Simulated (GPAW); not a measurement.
# MgO (Fm-3m) in GPAW: a series of runs, part 2 of 2

GPAW 26.7.0. The steps go on from the part before.

### Step 5. Relaxation of cell and atoms, PBE

File run.py:

```python
from ase import Atoms
from ase.filters import FrechetCellFilter
from ase.io import write
from ase.optimize import LBFGS
from gpaw import GPAW, PW

atoms = Atoms(['Mg', 'O'],
              cell=[[0.0, 2.0970013927, 2.0970013927],
                    [2.0970013927, 0.0, 2.0970013927],
                    [2.0970013927, 2.0970013927, 0.0]],
              scaled_positions=[[0.0, 0.0, 0.0],
                                [0.5, 0.5, 0.5]],
              pbc=True)

calc = GPAW(mode=PW(800),
            xc='PBE',
            kpts={'size': (11, 11, 11), 'gamma': True},
            occupations={'name': 'fermi-dirac', 'width': 0.05},
            nbands=16,
            convergence={'density': 1e-05, 'forces': 0.0001},
            maxiter=150,
            txt='gpaw.txt')
atoms.calc = calc
opt = LBFGS(FrechetCellFilter(atoms), trajectory='relax.traj', logfile='-')
done = opt.run(fmax=0.02, steps=100)
calc.write('gs.gpw')
write('result.traj', atoms)
print('Converged:', done)
print('Cell:', atoms.cell.cellpar().round(4))
print('Volume:', round(atoms.get_volume(), 4))
print(atoms.get_scaled_positions().round(5))
```

Potentials or basis: GPAW PAW data sets (gpaw-data 1.2.1), pw.

Command:

```bash
> OMP_NUM_THREADS=1 python run.py
```

gpaw.txt:

```text
__  _  _
 | _ |_)|_||  |
 |__||  | ||/\| - 26.7.0

Input parameters:
  mode=PW(ecut=800.0),
  convergence={'density': 1e-05, 'forces': 0.0001},
  kpts=MonkhorstPack(size=(11, 11, 11), gamma=True),
  maxiter=150,
  nbands=16,
  occupations=Occupations(name='fermi-dirac', width=0.05),
  xc=XC(name='PBE')

Diagonalizing LCAO Hamiltonian
Converting LCAO to pw mode

              O

       Mg

Atoms  # Å, Bohr magnetons
|   | symbol |        x |        y |        z |    initial magnetic moments |
|---|--------|----------|----------|----------|-----------------------------|
| 0 |     Mg | 0.000000 | 0.000000 | 0.000000 | ( 0.0000,  0.0000,  0.0000) |
| 1 |      O | 2.097001 | 2.097001 | 2.097001 | ( 0.0000,  0.0000,  0.0000) |

Unit cell  # Å
| periodic |        x |        y |        z |  lengths |    angles |
|----------|----------|----------|----------|----------|-----------|
|      yes | 0.000000 | 2.097001 | 2.097001 | 2.965608 | 60.000000 |
|      yes | 2.097001 | 0.000000 | 2.097001 | 2.965608 | 60.000000 |
|      yes | 2.097001 | 2.097001 | 0.000000 | 2.965608 | 60.000000 |

Number of symmetries: 48
Symmetry operations  # r_c * U_cc + t_c -> r_c
|    | kind |            matrix            |
|----|------|------------------------------|
|  0 |  σ   |  1, 0, 0,  1, 0,-1,  1,-1, 0 |
|  1 |  C2  |  1, 0, 0,  1,-1, 0,  1, 0,-1 |
|  2 |  E   |  1, 0, 0,  0, 1, 0,  0, 0, 1 |
|  3 |  σ   |  1, 0, 0,  0, 0, 1,  0, 1, 0 |
|  4 |  C4  |  1, 0,-1,  1, 0, 0,  1,-1, 0 |
|  5 |  S6  |  1, 0,-1,  1,-1, 0,  1, 0, 0 |
|  6 |  σ   |  1, 0,-1,  0, 1,-1,  0, 0,-1 |
|  7 |  C3  |  1, 0,-1,  0, 0,-1,  0, 1,-1 |
|  8 |  S6  |  1,-1, 0,  1, 0, 0,  1, 0,-1 |
[... 229 lines left out ...]
Stress tensor  # eV/Ang^3
|         x |         y |         z |
|-----------|-----------|-----------|
| -0.043482 |  0.000000 |  0.000000 |
|  0.000000 | -0.043482 | -0.000000 |
|  0.000000 | -0.000000 | -0.043482 |

Forces  # eV/Ang
|       x |        y |        z |
|---------|----------|----------|
| 0.00000 | -0.00000 | -0.00000 |  # Mg   0
| 0.00000 | -0.00000 |  0.00000 |  # O    1

Interpolating wave functions to new cell

              O

       Mg

Atoms  # Å, Bohr magnetons
|   | symbol |        x |         y |         z |    initial magnetic moments |
|---|--------|----------|-----------|-----------|-----------------------------|
| 0 |     Mg | 0.000000 | -0.000000 | -0.000000 | ( 0.0000,  0.0000,  0.0000) |
| 1 |      O | 2.103016 |  2.103016 |  2.103016 | ( 0.0000,  0.0000,  0.0000) |

Unit cell  # Å
| periodic |         x |        y |        z |  lengths |    angles |
|----------|-----------|----------|----------|----------|-----------|
|      yes | -0.000000 | 2.103016 | 2.103016 | 2.974114 | 60.000000 |
|      yes |  2.103016 | 0.000000 | 2.103016 | 2.974114 | 60.000000 |
|      yes |  2.103016 | 2.103016 | 0.000000 | 2.974114 | 60.000000 |

Number of symmetries: 48
Symmetry operations  # r_c * U_cc + t_c -> r_c
|    | kind |            matrix            |
|----|------|------------------------------|
|  0 |  σ   |  1, 0, 0,  1, 0,-1,  1,-1, 0 |
|  1 |  C2  |  1, 0, 0,  1,-1, 0,  1, 0,-1 |
|  2 |  E   |  1, 0, 0,  0, 1, 0,  0, 0, 1 |
|  3 |  σ   |  1, 0, 0,  0, 0, 1,  0, 1, 0 |
|  4 |  C4  |  1, 0,-1,  1, 0, 0,  1,-1, 0 |
|  5 |  S6  |  1, 0,-1,  1,-1, 0,  1, 0, 0 |
|  6 |  σ   |  1, 0,-1,  0, 1,-1,  0, 0,-1 |
|  7 |  C3  |  1, 0,-1,  0, 0,-1,  0, 1,-1 |
|  8 |  S6  |  1,-1, 0,  1, 0, 0,  1, 0,-1 |
[... 227 lines left out ...]
Stress tensor  # eV/Ang^3
|         x |         y |         z |
|-----------|-----------|-----------|
| -0.034034 | -0.000000 | -0.000000 |
| -0.000000 | -0.034034 |  0.000000 |
| -0.000000 |  0.000000 | -0.034034 |

Forces  # eV/Ang
|       x |        y |        z |
|---------|----------|----------|
| 0.00000 |  0.00000 |  0.00000 |  # Mg   0
| 0.00000 | -0.00000 | -0.00000 |  # O    1

Interpolating wave functions to new cell

              O

       Mg

Atoms  # Å, Bohr magnetons
|   | symbol |        x |         y |         z |    initial magnetic moments |
|---|--------|----------|-----------|-----------|-----------------------------|
| 0 |     Mg | 0.000000 | -0.000000 | -0.000000 | ( 0.0000,  0.0000,  0.0000) |
| 1 |      O | 2.125723 |  2.125723 |  2.125723 | ( 0.0000,  0.0000,  0.0000) |

Unit cell  # Å
| periodic |        x |         y |         z |  lengths |    angles |
|----------|----------|-----------|-----------|----------|-----------|
|      yes | 0.000000 |  2.125723 |  2.125723 | 3.006227 | 60.000000 |
|      yes | 2.125723 | -0.000000 |  2.125723 | 3.006227 | 60.000000 |
|      yes | 2.125723 |  2.125723 | -0.000000 | 3.006227 | 60.000000 |

Number of symmetries: 48
Symmetry operations  # r_c * U_cc + t_c -> r_c
|    | kind |            matrix            |
|----|------|------------------------------|
|  0 |  σ   |  1, 0, 0,  1, 0,-1,  1,-1, 0 |
|  1 |  C2  |  1, 0, 0,  1,-1, 0,  1, 0,-1 |
|  2 |  E   |  1, 0, 0,  0, 1, 0,  0, 0, 1 |
|  3 |  σ   |  1, 0, 0,  0, 0, 1,  0, 1, 0 |
|  4 |  C4  |  1, 0,-1,  1, 0, 0,  1,-1, 0 |
|  5 |  S6  |  1, 0,-1,  1,-1, 0,  1, 0, 0 |
|  6 |  σ   |  1, 0,-1,  0, 1,-1,  0, 0,-1 |
|  7 |  C3  |  1, 0,-1,  0, 0,-1,  0, 1,-1 |
|  8 |  S6  |  1,-1, 0,  1, 0, 0,  1, 0,-1 |
[... 228 lines left out ...]
Stress tensor  # eV/Ang^3
|         x |         y |         z |
|-----------|-----------|-----------|
| -0.001379 | -0.000000 | -0.000000 |
| -0.000000 | -0.001379 |  0.000000 |
| -0.000000 |  0.000000 | -0.001379 |

Forces  # eV/Ang
|        x |       y |       z |
|----------|---------|---------|
|  0.00000 | 0.00000 | 0.00000 |  # Mg   0
| -0.00000 | 0.00000 | 0.00000 |  # O    1

# Writing to gs.gpw (mode='')
```

It took 20 s on 1 thread of Intel Xeon 6975P-C (Granite Rapids), shared host; peak memory 0.2 GiB.

Results:

* Free energy: -12.2132 eV
* Relaxed volume: 9.61 Å³/atom
* Relaxed cell: a = 3.006 Å, b = 3.006 Å, c = 3.006 Å, α = 60.00°, β = 60.00°, γ = 60.00°
* Space group after relaxing (to 0.05 Å): Fm-3m (No. 225)
* Energy gained by relaxing: 8.7 meV/atom
* Ionic steps: 3
* Pressure after relaxing: 0.2 GPa
* Band gap on the k mesh: 4.50 eV, direct

Step by step:
| step | energy change (eV) | largest force (eV/Å) | pressure (GPa) | volume (Å³) |
| --- | --- | --- | --- | --- |
| 1 | 0.0000 | 0.0000 | 6.97 | 18.44 |
| 2 | -0.0063 | 0.0000 | 5.45 | 18.60 |
| 3 | -0.0174 | 0.0000 | 0.22 | 19.21 |

Final structure:
```
CELL_PARAMETERS angstrom
0.00000 2.12572 2.12572
2.12572 0.00000 2.12572
2.12572 2.12572 0.00000
ATOMIC_POSITIONS crystal
Mg 0.00000 0.00000 0.00000
O 0.50000 0.50000 0.50000
```

Caveat: later steps reuse the first step's grids. Expect the measured gap to be larger: semilocal functionals such as PBE lack the derivative discontinuity.

### Step 6. Relaxation of cell and atoms, LDA

File run.py:

```python
from ase.filters import FrechetCellFilter
from ase.io import read, write
from ase.optimize import FIRE
from gpaw import GPAW, PW

atoms = read('POSCAR')

calc = GPAW(mode=PW(800),
            xc='LDA',
            kpts={'size': (11, 11, 11), 'gamma': True},
            occupations={'name': 'fermi-dirac', 'width': 0.05},
            nbands=16,
            convergence={'density': 1e-05, 'forces': 0.0001},
            maxiter=150,
            txt='gpaw.txt')
atoms.calc = calc
opt = FIRE(FrechetCellFilter(atoms), trajectory='relax.traj', logfile='-')
done = opt.run(fmax=0.02, steps=40)
calc.write('gs.gpw')
write('result.traj', atoms)
print('Converged:', done)
print('Cell:', atoms.cell.cellpar().round(4))
print('Volume:', round(atoms.get_volume(), 4))
print(atoms.get_scaled_positions().round(5))
```

File POSCAR:

```
MgO
1.0
    0.0000000000      2.0970013927      2.0970013927
    2.0970013927      0.0000000000      2.0970013927
    2.0970013927      2.0970013927      0.0000000000
Mg O
1 1
Direct
    0.0000000000      0.0000000000      0.0000000000
    0.5000000000      0.5000000000      0.5000000000
```

Potentials or basis: the program's PAW data sets (release 1.2.1) made for this functional, pw.

Command:

```bash
> OMP_NUM_THREADS=1 python run.py
```

gpaw.txt:

```text
__  _  _
 | _ |_)|_||  |
 |__||  | ||/\| - 26.7.0

Input parameters:
  mode=PW(ecut=800.0),
  convergence={'density': 1e-05, 'forces': 0.0001},
  kpts=MonkhorstPack(size=(11, 11, 11), gamma=True),
  maxiter=150,
  nbands=16,
  occupations=Occupations(name='fermi-dirac', width=0.05),
  xc=XC(name='LDA')

Diagonalizing LCAO Hamiltonian
Converting LCAO to pw mode

              O

       Mg

Atoms  # Å, Bohr magnetons
|   | symbol |        x |        y |        z |    initial magnetic moments |
|---|--------|----------|----------|----------|-----------------------------|
| 0 |     Mg | 0.000000 | 0.000000 | 0.000000 | ( 0.0000,  0.0000,  0.0000) |
| 1 |      O | 2.097001 | 2.097001 | 2.097001 | ( 0.0000,  0.0000,  0.0000) |

Unit cell  # Å
| periodic |        x |        y |        z |  lengths |    angles |
|----------|----------|----------|----------|----------|-----------|
|      yes | 0.000000 | 2.097001 | 2.097001 | 2.965608 | 60.000000 |
|      yes | 2.097001 | 0.000000 | 2.097001 | 2.965608 | 60.000000 |
|      yes | 2.097001 | 2.097001 | 0.000000 | 2.965608 | 60.000000 |

Number of symmetries: 48
Symmetry operations  # r_c * U_cc + t_c -> r_c
|    | kind |            matrix            |
|----|------|------------------------------|
|  0 |  σ   |  1, 0, 0,  1, 0,-1,  1,-1, 0 |
|  1 |  C2  |  1, 0, 0,  1,-1, 0,  1, 0,-1 |
|  2 |  E   |  1, 0, 0,  0, 1, 0,  0, 0, 1 |
|  3 |  σ   |  1, 0, 0,  0, 0, 1,  0, 1, 0 |
|  4 |  C4  |  1, 0,-1,  1, 0, 0,  1,-1, 0 |
|  5 |  S6  |  1, 0,-1,  1,-1, 0,  1, 0, 0 |
|  6 |  σ   |  1, 0,-1,  0, 1,-1,  0, 0,-1 |
|  7 |  C3  |  1, 0,-1,  0, 0,-1,  0, 1,-1 |
|  8 |  S6  |  1,-1, 0,  1, 0, 0,  1, 0,-1 |
[... 224 lines left out ...]
Gap: 4.802 eV
Transition (v -> c):
  (s=0, k=0, n=7, [0.00, 0.00, 0.00]) -> (s=0, k=0, n=8, [0.00, 0.00, 0.00])
No difference between direct/indirect transitions

Stress tensor  # eV/Ang^3
|        x |         y |         z |
[... 1665 lines left out ...]
|  1 |  C2  |  1, 0, 0,  1,-1, 0,  1, 0,-1 |
|  2 |  E   |  1, 0, 0,  0, 1, 0,  0, 0, 1 |
|  3 |  σ   |  1, 0, 0,  0, 0, 1,  0, 1, 0 |
|  4 |  C4  |  1, 0,-1,  1, 0, 0,  1,-1, 0 |
|  5 |  S6  |  1, 0,-1,  1,-1, 0,  1, 0, 0 |
|  6 |  σ   |  1, 0,-1,  0, 1,-1,  0, 0,-1 |
|  7 |  C3  |  1, 0,-1,  0, 0,-1,  0, 1,-1 |
|  8 |  S6  |  1,-1, 0,  1, 0, 0,  1, 0,-1 |
[... 226 lines left out ...]
Stress tensor  # eV/Ang^3
|         x |         y |         z |
|-----------|-----------|-----------|
| -0.002742 | -0.000000 | -0.000000 |
| -0.000000 | -0.002742 |  0.000000 |
| -0.000000 |  0.000000 | -0.002742 |

Forces  # eV/Ang
|        x |       y |        z |
|----------|---------|----------|
|  0.00000 | 0.00000 | -0.00000 |  # Mg   0
| -0.00000 | 0.00000 | -0.00000 |  # O    1

Interpolating wave functions to new cell

              O

       Mg

Atoms  # Å, Bohr magnetons
|   | symbol |         x |         y |         z |    initial magnetic moments |
|---|--------|-----------|-----------|-----------|-----------------------------|
| 0 |     Mg | -0.000000 | -0.000000 | -0.000000 | ( 0.0000,  0.0000,  0.0000) |
| 1 |      O |  2.079979 |  2.079979 |  2.079979 | ( 0.0000,  0.0000,  0.0000) |

Unit cell  # Å
| periodic |         x |         y |         z |  lengths |    angles |
|----------|-----------|-----------|-----------|----------|-----------|
|      yes | -0.000000 |  2.079979 |  2.079979 | 2.941534 | 60.000000 |
|      yes |  2.079979 | -0.000000 |  2.079979 | 2.941534 | 60.000000 |
|      yes |  2.079979 |  2.079979 | -0.000000 | 2.941534 | 60.000000 |

Number of symmetries: 48
Symmetry operations  # r_c * U_cc + t_c -> r_c
|    | kind |            matrix            |
|----|------|------------------------------|
|  0 |  σ   |  1, 0, 0,  1, 0,-1,  1,-1, 0 |
|  1 |  C2  |  1, 0, 0,  1,-1, 0,  1, 0,-1 |
|  2 |  E   |  1, 0, 0,  0, 1, 0,  0, 0, 1 |
|  3 |  σ   |  1, 0, 0,  0, 0, 1,  0, 1, 0 |
|  4 |  C4  |  1, 0,-1,  1, 0, 0,  1,-1, 0 |
|  5 |  S6  |  1, 0,-1,  1,-1, 0,  1, 0, 0 |
|  6 |  σ   |  1, 0,-1,  0, 1,-1,  0, 0,-1 |
|  7 |  C3  |  1, 0,-1,  0, 0,-1,  0, 1,-1 |
|  8 |  S6  |  1,-1, 0,  1, 0, 0,  1, 0,-1 |
[... 245 lines left out ...]
Atoms  # Å, Bohr magnetons
|   | symbol |         x |         y |         z |    initial magnetic moments |
|---|--------|-----------|-----------|-----------|-----------------------------|
| 0 |     Mg | -0.000000 | -0.000000 | -0.000000 | ( 0.0000,  0.0000,  0.0000) |
| 1 |      O |  2.080330 |  2.080330 |  2.080330 | ( 0.0000,  0.0000,  0.0000) |

Unit cell  # Å
| periodic |         x |         y |        z |  lengths |    angles |
|----------|-----------|-----------|----------|----------|-----------|
|      yes | -0.000000 |  2.080330 | 2.080330 | 2.942031 | 60.000000 |
|      yes |  2.080330 | -0.000000 | 2.080330 | 2.942031 | 60.000000 |
|      yes |  2.080330 |  2.080330 | 0.000000 | 2.942031 | 60.000000 |

Number of symmetries: 48
Symmetry operations  # r_c * U_cc + t_c -> r_c
|    | kind |            matrix            |
|----|------|------------------------------|
|  0 |  σ   |  1, 0, 0,  1, 0,-1,  1,-1, 0 |
|  1 |  C2  |  1, 0, 0,  1,-1, 0,  1, 0,-1 |
|  2 |  E   |  1, 0, 0,  0, 1, 0,  0, 0, 1 |
|  3 |  σ   |  1, 0, 0,  0, 0, 1,  0, 1, 0 |
|  4 |  C4  |  1, 0,-1,  1, 0, 0,  1,-1, 0 |
|  5 |  S6  |  1, 0,-1,  1,-1, 0,  1, 0, 0 |
|  6 |  σ   |  1, 0,-1,  0, 1,-1,  0, 0,-1 |
|  7 |  C3  |  1, 0,-1,  0, 0,-1,  0, 1,-1 |
|  8 |  S6  |  1,-1, 0,  1, 0, 0,  1, 0,-1 |
[... 233 lines left out ...]
Forces  # eV/Ang
|       x |        y |        z |
|---------|----------|----------|
| 0.00000 | -0.00000 | -0.00000 |  # Mg   0
| 0.00000 |  0.00000 | -0.00000 |  # O    1

# Writing to gs.gpw (mode='')
```

It took 48 s on 1 thread of Intel Xeon 6975P-C (Granite Rapids), shared host; peak memory 0.26 GiB.

Results:

| Quantity | Value |
| --- | --- |
| Free energy | -13.5948 eV |
| Relaxed volume | 9.00 Å³/atom |
| Relaxed cell | a = 2.942 Å, b = 2.942 Å, c = 2.942 Å, α = 60.00°, β = 60.00°, γ = 60.00° |
| Space group after relaxing (to 0.05 Å) | Fm-3m (No. 225) |
| Energy gained by relaxing | 2.2 meV/atom |
| Ionic steps | 10 |
| Pressure after relaxing | 0.3 GPa |
| Band gap on the k mesh | 5.04 eV, direct |

The path:
```
step  energy change (eV)  largest force (eV/Å)  pressure (GPa)  volume (Å³)
   1              0.0000                0.0000           -3.69        18.44
   2             -0.0012                0.0000           -3.19        18.38
   3             -0.0029                0.0000           -2.23        18.28
   4             -0.0042                0.0000           -0.92        18.13
   5             -0.0043                0.0000            0.56        17.98
   6             -0.0043                0.0000            0.54        17.98
   7             -0.0043                0.0000            0.50        17.98
   8             -0.0043                0.0000            0.44        17.99
   9             -0.0043                0.0000            0.36        18.00
  10             -0.0043                0.0000            0.28        18.01
```

Final structure:
```
Mg O
1.0
     0.00000    2.08033    2.08033
     2.08033    0.00000    2.08033
     2.08033    2.08033    0.00000
Mg O
1 1
Cartesian
  0.0000 0.0000 0.0000
  2.0803 2.0803 2.0803
```

Caveat: later steps reuse the first step's grids.

### Step 7. The runs side by side

```tsv
task	level	potentials or basis	cell	smearing	optimizer	fmax	max steps	convergence	gap on the mesh (eV)	pressure (GPa)	relaxed volume (Å³/atom)
relaxation of cell and atoms	PBE+D3(BJ)	GPAW PAW data sets (gpaw-data 1.2.1), pw	relaxed	fermi-dirac 0.05 eV	LBFGS	0.02 eV/Å	40	density=1e-05 forces=0.0001	4.80	0.0	9.31
relaxation of cell and atoms	PBE+D4	GPAW PAW data sets (gpaw-data 1.2.1), pw	relaxed	fermi-dirac 0.05 eV	BFGS	0.02 eV/Å	60	density=1e-05 forces=0.0001	4.68	0.1	9.43
single point	PBE	GPAW PAW data sets (gpaw-data 1.2.1), pw	as given	gaussian 0.011 eV	-	-	-	-	4.89	7.0	-
relaxation of cell and atoms	PBE	GPAW PAW data sets (gpaw-data 1.2.1), pw	relaxed	fermi-dirac 0.05 eV	LBFGS	0.02 eV/Å	100	density=1e-05 forces=0.0001	4.50	0.2	9.61
relaxation of cell and atoms	LDA	the program's PAW data sets (release 1.2.1) made for this functional, pw	relaxed	fermi-dirac 0.05 eV	FIRE	0.02 eV/Å	40	density=1e-05 forces=0.0001	5.04	0.3	9.00
```

Alike in all rows: no spin polarisation; k mesh 11 × 11 × 11; cutoff (eV) 800.

Caveats: later steps reuse the first step's grids (some runs).

Total energies depend on the potentials used, so only differences within one code and one set of settings carry meaning.

### Step 8. Against experiment

Step 4. A measured gap of MgO is 7.83 eV (quoted in “Electronic structure of alkaline earth and post-transition metal oxides”, 2009, arxiv:0908.1581); the calculated 4.89 eV misses it by -2.94 eV. The value is that of PBE, without temperature or zero-point motion. Semilocal functionals fall short of measured gaps as a rule. The cell is a database's relaxed one, not the measured one, which moves gaps too.
